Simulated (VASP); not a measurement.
# La (P6_3/mmc) in VASP: further runs

The runs below take La through density of states, band structure, with RPBE, optPBE-vdW, LDA.

Program: VASP 6.6.1. These are calculated values, not measurements. Logs are shortened: lines on timing, memory, paths and dates and some standing lists are left out, and cuts for length are marked.

### 1 The crystal as given

Symmetry: P6_3/mmc, No. 194, hexagonal system. The conventional cell has a = 3.750 Å, b = 3.750 Å, c = 6.070 Å, α = 90.00°, β = 90.00°, γ = 120.00°. Around La (site symmetry -6m2) lie 12 La at 3.73 to 3.75 Å.

This isn't the form of La at room conditions, which is double hcp.

### 2 Density of states, RPBE (volume scaled by 0.8)

run.py reads:

```python
from ase.calculators.vasp import Vasp
from ase.dft.dos import DOS
from ase.io import read

atoms = read('La.cif', primitive_cell=True, subtrans_included=False)
calc = Vasp(
    directory='calc',
    xc='rpbe',
    pp='PBE',
    setups='materialsproject',
    prec='Accurate',
    encut=520,
    ediff=1e-06,
    ismear=1,
    sigma=0.2,
    lreal=False,
    lasph=True,
    nelm=100,
    algo='Normal',
    isif=2,
    lwave=False,
    lcharg=False,
    lmaxmix=6,
    lorbit=10,
    kpts=[8, 8, 5],
    gamma=True,
)
atoms.calc = calc

print('energy (eV):', atoms.get_potential_energy())
print('free energy (eV):', atoms.get_potential_energy(force_consistent=True))
print('forces (eV/A):')
print(atoms.get_forces())
print('stress (eV/A^3, Voigt):', atoms.get_stress())
print('Fermi level (eV):', calc.get_fermi_level())
dos = DOS(calc, width=0.1, window=(-10, 10), npts=201)
print('E - E_F (eV), DOS (1/eV)')
for e, g in zip(dos.get_energies(), dos.get_dos()):
    print(f'{e:8.3f} {g:10.4f}')
```

La.cif reads:

```cif
data_La
_cell_length_a 3.48119163
_cell_length_b 3.48119163
_cell_length_c 5.63488884
_cell_angle_alpha 90.00000000
_cell_angle_beta 90.00000000
_cell_angle_gamma 120.00000000
_space_group_name_H-M_alt 'P6_3/mmc'
_space_group_name_Hall '-P 6c 2c'
_space_group_IT_number 194
loop_
_space_group_symop_operation_xyz
'x,y,z'
'-x,-y,-z'
'x-y,x,z+1/2'
'-x+y,-x,-z+1/2'
'-y,x-y,z'
'y,-x+y,-z'
'-x,-y,z+1/2'
'x,y,-z+1/2'
'-x+y,-x,z'
'x-y,x,-z'
'y,-x+y,z+1/2'
'-y,x-y,-z+1/2'
'-y,-x,-z+1/2'
'y,x,z+1/2'
'-x,-x+y,-z'
'x,x-y,z'
'-x+y,y,-z+1/2'
'x-y,-y,z+1/2'
'y,x,-z'
'-y,-x,z'
'x,x-y,-z+1/2'
'-x,-x+y,z+1/2'
'x-y,-y,-z'
'-x+y,y,z'
loop_
_atom_site_label
_atom_site_type_symbol
_atom_site_symmetry_multiplicity
_atom_site_Wyckoff_symbol
_atom_site_fract_x
_atom_site_fract_y
_atom_site_fract_z
_atom_site_occupancy
La1 La 2 c 0.6666666667 0.3333333333 0.7500000000 1
```

Potentials or basis: VASP PAW PBE potentials, release 64 (La).

The run is started by

```console
python run.py
```

Log:

```text
energy (eV): -8.49998252
free energy (eV): -8.49811892
forces (eV/A):
[[-0.  0.  0.]
 [ 0. -0.  0.]]
stress (eV/A^3, Voigt): [-0.05841331 -0.05841331 -0.06320368  0.         -0.         -0.        ]
Fermi level (eV): 10.37599242
E - E_F (eV), DOS (1/eV)
 -10.000     0.0000
  -9.900     0.0000
  -9.800     0.0000
  -9.700     0.0000
  -9.600     0.0000
  -9.500     0.0000
[... 193 lines left out ...]
   9.900     0.0000
  10.000     0.0000
```

It took 58 s on 1 thread of AMD EPYC 7R13 (Zen 3), shared host; peak memory 0.16 GiB.

What came out:

```
Free energy                                           : -8.4981 eV
Pressure                                              : 9.6 GPa
Band gap on the k mesh                                : none (metal or under the smearing width)
Valence electrons inside the program's atomic spheres : La 8.83
```

Stress tensor (GPa, compression positive):
```
 9.36  0.00  0.00
 0.00  9.36  0.00
 0.00  0.00 10.13
```

States per cell in windows of 1 eV (zero at the Fermi level; states under -8 eV left out):
| from (eV) | total | La1_d | La2_d | La1_f | La2_f | La1_p | La2_p |
| --- | --- | --- | --- | --- | --- | --- | --- |
| -8.0 | 0.00 | 0.00 | 0.00 | 0.00 | 0.00 | 0.00 | 0.00 |
| -7.0 | 0.00 | 0.00 | 0.00 | 0.00 | 0.00 | 0.00 | 0.00 |
| -6.0 | 0.00 | 0.00 | 0.00 | 0.00 | 0.00 | 0.00 | 0.00 |
| -5.0 | 0.00 | 0.00 | 0.00 | 0.00 | 0.00 | 0.00 | 0.00 |
| -4.0 | 0.00 | 0.00 | 0.00 | 0.00 | 0.00 | 0.00 | 0.00 |
| -3.0 | 0.19 | 0.03 | 0.03 | 0.00 | 0.00 | 0.00 | 0.00 |
| -2.0 | 2.86 | 0.50 | 0.50 | 0.04 | 0.04 | 0.03 | 0.03 |
| -1.0 | 2.89 | 0.56 | 0.56 | 0.09 | 0.09 | 0.05 | 0.05 |
| 0.0 | 2.52 | 0.45 | 0.45 | 0.20 | 0.20 | 0.05 | 0.05 |
| 1.0 | 4.37 | 0.59 | 0.59 | 0.83 | 0.83 | 0.07 | 0.07 |
| 2.0 | 1.21 | 0.06 | 0.06 | 0.44 | 0.44 | 0.01 | 0.01 |
| 3.0 | 0.00 | 0.00 | 0.00 | 0.00 | 0.00 | 0.00 | 0.00 |

Caveat: the PAW data sets were made with another functional, which shifts forces and pressure a little. The run has no spin-orbit coupling, so splittings on La are missing.

### 3 Band structure, optPBE-vdW (volume scaled by 0.88)

run.py reads:

```python
from ase.calculators.vasp import Vasp
from ase.dft.bandgap import bandgap
from ase.io import read

atoms = read('POSCAR')
calc = Vasp(
    directory='calc',
    xc='optpbe-vdw',
    pp='PBE',
    setups='minimal',
    prec='Accurate',
    encut=800,
    ediff=1e-07,
    ismear=1,
    sigma=0.1,
    lreal=False,
    lasph=True,
    nelm=60,
    algo='Normal',
    isif=2,
    lwave=False,
    lcharg=True,
    lmaxmix=6,
    nelmin=8,
    kpts=[10, 10, 6],
    gamma=True,
    nbands=18,
)
atoms.calc = calc

print('energy (eV):', atoms.get_potential_energy())
print('free energy (eV):', atoms.get_potential_energy(force_consistent=True))
efermi = calc.get_fermi_level()
print('Fermi level (eV):', efermi)
path = atoms.cell.bandpath(npoints=40, eps=1e-4)
print('path:', path.path)
calc.set(kpts=path.kpts, reciprocal=True, icharg=11, isym=0, lcharg=False)
calc.calculate(atoms)
print('gap on the path (eV):', bandgap(calc, efermi=efermi)[0])
print('direct gap on the path (eV):', bandgap(calc, efermi=efermi, direct=True)[0])
```

POSCAR reads:

```
La
1.0
    3.5935648928      0.0000000000      0.0000000000
   -1.7967824464      3.1121184873      0.0000000000
    0.0000000000      0.0000000000      5.8167837065
La
2
Direct
    0.6666666667      0.3333333333      0.7500000000
    0.3333333333      0.6666666667      0.2500000000
```

Potentials or basis: VASP PAW PBE potentials, release 64 (La).

The run is started by

```console
python run.py
```

Run time: 5.4 min. Hardware: 1 thread of AMD EPYC 7R13 (Zen 3), shared host; peak memory 0.6 GiB.

Results (log left out):

```
Band gap along the path : none (metal or under the smearing width)
```

Levels at the corners of the path, in eV from the Fermi level:
```csv
point,band 8,band 9,band 10,band 11,band 12,band 13,band 14,band 15
Γ,-15.41,-3.01,-1.89,1.07,1.38,1.38,1.57,1.69
M,-15.70,-1.93,-1.36,-1.15,1.28,1.51,1.53,1.54
K,-16.22,-1.64,0.28,0.28,0.50,0.97,0.97,1.73
Γ,-15.41,-3.01,-1.89,1.07,1.38,1.38,1.57,1.69
A,-15.59,-1.66,-1.66,0.70,0.70,1.44,1.44,1.44
L,-15.94,-1.87,-1.87,-0.57,-0.57,1.72,1.72,1.91
H,-15.77,-0.76,-0.76,-0.26,-0.26,1.19,1.19,1.62
A,-15.59,-1.66,-1.66,0.70,0.70,1.44,1.44,1.44
L,-15.94,-1.87,-1.87,-0.57,-0.57,1.72,1.72,1.91
M,-15.70,-1.93,-1.36,-1.15,1.28,1.51,1.53,1.54
K,-16.22,-1.64,0.28,0.28,0.50,0.97,0.97,1.73
H,-15.77,-0.76,-0.76,-0.26,-0.26,1.19,1.19,1.62
```

Caveat: the log is that of the step along the path at fixed density, whose energy, stress, charges and moments have no meaning; the PAW data sets were made with another functional, which shifts forces and pressure a little; spin-orbit coupling is left out, which moves the levels of the heavy elements.

### 4 Band structure, LDA

run.py reads:

```python
from ase.calculators.vasp import Vasp
from ase.dft.bandgap import bandgap
from ase.spacegroup import crystal

atoms = crystal(
    ['La'],
    basis=[[0.6666666667, 0.3333333333, 0.75]],
    spacegroup=194,
    setting=1,
    cellpar=[3.75, 3.75, 6.07, 90.0, 90.0, 120.0],
    primitive_cell=True,
)
calc = Vasp(
    directory='calc',
    xc='lda',
    pp='LDA',
    setups='recommended',
    prec='Accurate',
    encut=520,
    ediff=1e-06,
    ismear=-1,
    sigma=0.05,
    lreal=False,
    lasph=False,
    nelm=100,
    algo='Normal',
    isif=2,
    lwave=False,
    lcharg=True,
    lmaxmix=6,
    kpts=[8, 8, 5],
    gamma=False,
    nbands=18,
)
atoms.calc = calc

print('energy (eV):', atoms.get_potential_energy())
print('free energy (eV):', atoms.get_potential_energy(force_consistent=True))
efermi = calc.get_fermi_level()
print('Fermi level (eV):', efermi)
path = atoms.cell.bandpath(npoints=60, eps=1e-4)
print('path:', path.path)
calc.set(kpts=path.kpts, reciprocal=True, icharg=11, isym=0, lcharg=False)
calc.calculate(atoms)
print('gap on the path (eV):', bandgap(calc, efermi=efermi)[0])
print('direct gap on the path (eV):', bandgap(calc, efermi=efermi, direct=True)[0])
```

Potentials or basis: VASP PAW LDA potentials, release 64 (La).

The run is started by

```console
python run.py
```

Log:

```text
energy (eV): -10.98564195
free energy (eV): -11.00234744
Fermi level (eV): 7.6969213
path: GMKGALHA,LM,KH
gap on the path (eV): 0.0
direct gap on the path (eV): 0.0
```

OUTCAR:

```text
ENCUT = 520.000000
   EDIFF = 1.00e-06
   PREC = Accurate
   ICHARG = 11
   ISIF = 2
   ISMEAR = -1
   ISYM = 0
   NELM = 100
   LASPH = .FALSE.
   LREAL = .FALSE.

 ion  position               nearest neighbor table
   1  0.667  0.333  0.750-
   2  0.333  0.667  0.250-

IMPORTANT INFORMATION: All symmetrisations will be switched off!
NOSYMM: (Re-)initialisation of all symmetry stuff for point group C_1.

----------------------------------------------------------------------------------------

                                     Primitive cell

  volume of cell :      73.9234

  direct lattice vectors                    reciprocal lattice vectors
     3.750000000  0.000000000  0.000000000     0.266666667  0.153960072  0.000000000
    -1.875000000  3.247595264  0.000000000     0.000000000  0.307920144  0.000000000
     0.000000000  0.000000000  6.070000000     0.000000000  0.000000000  0.164744646

  length of vectors
     3.750000000  3.750000000  6.070000000     0.307920144  0.307920144  0.164744646

  position of ions in fractional coordinates (direct lattice)
     0.666666667  0.333333333  0.750000000
     0.333333333  0.666666667  0.250000000

  ion indices of the primitive-cell ions
[... 104 lines left out ...]

 E-fermi :   7.7524     XC(G=0):  -9.7840

 val. band max:        7.7434394538   @ k =   0.2963   0.2963   0.0000
 cond. band min:       7.7608039361   @ k =   0.1111   0.1111   0.0000
 fundamental gap:      0.0173644823
 Fermi energy:         7.7523640310

 k-point     1 :       0.0000    0.0000    0.0000
  band No.  band energies     occupation
      1     -25.0464      2.00000
      2     -24.8371      2.00000
      3      -9.4516      2.00000
      4      -8.2188      2.00000
      5      -8.2188      2.00000
      6      -8.0278      2.00000
[... 481 lines left out ...]
      5      -8.1607      2.00000
      6      -8.1607      2.00000
[... 10 lines left out ...]
     17       9.1486      0.00000
     18       9.2642      0.00000

 [... further k-points ...]

------------------------ aborting loop because EDIFF is reached ----------------------------------------

  FORCE on cell =-STRESS in cart. coord.  units (eV):
  Direction    XX          YY          ZZ          XY          YZ          ZX
  --------------------------------------------------------------------------------------
  -------------------------------------------------------------------------------------
  Total        0.6320256     -0.4382025      0.0517728     -0.8898718      0.0004240     -0.0001319
  in kB       13.6981970     -9.4973744      1.1220978    -19.2866218      0.0091889     -0.0028593
  external PRESSURE =       1.7743068 kB  Pullay stress =       0.0000000 kB

 VOLUME and BASIS-vectors are now :
 -----------------------------------------------------------------------------
  energy-cutoff  :      520.00
  volume of cell :       73.92
      direct lattice vectors                 reciprocal lattice vectors
     3.750000000  0.000000000  0.000000000     0.266666667  0.153960072  0.000000000
    -1.875000000  3.247595264  0.000000000     0.000000000  0.307920144  0.000000000
     0.000000000  0.000000000  6.070000000     0.000000000  0.000000000  0.164744646

 POSITION                                       TOTAL-FORCE (eV/Angst)
 -----------------------------------------------------------------------------------
      1.87500      1.08253      4.55250        -0.449760     -0.186757     -0.000005
     -0.00000      2.16506      1.51750         0.449760      0.186757      0.000005
 -----------------------------------------------------------------------------------
    total drift:                                0.000001     -0.000000     -0.000001

  FREE ENERGIE OF THE ION-ELECTRON SYSTEM (eV)
  ---------------------------------------------------
  free  energy   TOTEN  =       -11.1705606189 eV

  energy  without entropy=      -11.1409451577  energy(sigma->0) =      -11.15575289
```

INCAR:

```text
ENCUT = 520.000000
SIGMA = 0.050000
EDIFF = 1.00e-06
ALGO = Normal
PREC = Accurate
ICHARG = 11
ISIF = 2
ISMEAR = -1
ISYM = 0
LMAXMIX = 6
NBANDS = 18
NELM = 100
LASPH = .FALSE.
LCHARG = .FALSE.
LWAVE = .FALSE.
LREAL = .FALSE.
```

It took 2.3 min on 1 thread of AMD EPYC 7R13 (Zen 3), shared host; peak memory 0.18 GiB.

Results:

- Band gap along the path: none (metal or under the smearing width)

Levels at the corners of the path, in eV from the Fermi level:
| point | band 7 | band 8 | band 9 | band 10 | band 11 | band 12 | band 13 | band 14 | band 15 | band 16 |
| --- | --- | --- | --- | --- | --- | --- | --- | --- | --- | --- |
| Γ | -15.72 | -15.70 | -3.19 | -1.77 | 1.00 | 1.29 | 1.29 | 1.37 | 1.45 | 1.55 |
| M | -16.06 | -15.90 | -1.60 | -1.17 | -1.13 | 1.18 | 1.22 | 1.25 | 1.32 | 1.66 |
| K | -16.27 | -16.27 | -1.29 | 0.07 | 0.07 | 0.31 | 0.81 | 0.81 | 1.45 | 1.45 |
| Γ | -15.72 | -15.70 | -3.19 | -1.77 | 1.00 | 1.29 | 1.29 | 1.37 | 1.45 | 1.56 |
| A | -15.82 | -15.82 | -1.87 | -1.87 | 0.57 | 0.57 | 1.36 | 1.36 | 1.38 | 1.38 |
| L | -16.07 | -16.07 | -1.67 | -1.67 | -0.40 | -0.40 | 1.44 | 1.44 | 1.62 | 1.63 |
| H | -15.95 | -15.95 | -0.66 | -0.66 | -0.22 | -0.22 | 0.94 | 0.94 | 1.38 | 1.38 |
| A | -15.82 | -15.82 | -1.87 | -1.87 | 0.57 | 0.57 | 1.36 | 1.36 | 1.38 | 1.38 |
| L | -16.07 | -16.07 | -1.67 | -1.67 | -0.40 | -0.40 | 1.44 | 1.44 | 1.62 | 1.64 |
| M | -16.06 | -15.90 | -1.60 | -1.17 | -1.13 | 1.18 | 1.22 | 1.25 | 1.32 | 1.66 |
| K | -16.27 | -16.27 | -1.29 | 0.07 | 0.07 | 0.31 | 0.81 | 0.81 | 1.45 | 1.45 |
| H | -15.95 | -15.95 | -0.66 | -0.66 | -0.22 | -0.22 | 0.94 | 0.94 | 1.38 | 1.38 |

Caveat: the log is that of the step along the path at fixed density, whose energy, stress, charges and moments have no meaning; spin-orbit coupling is left out, which moves the levels of the heavy elements.
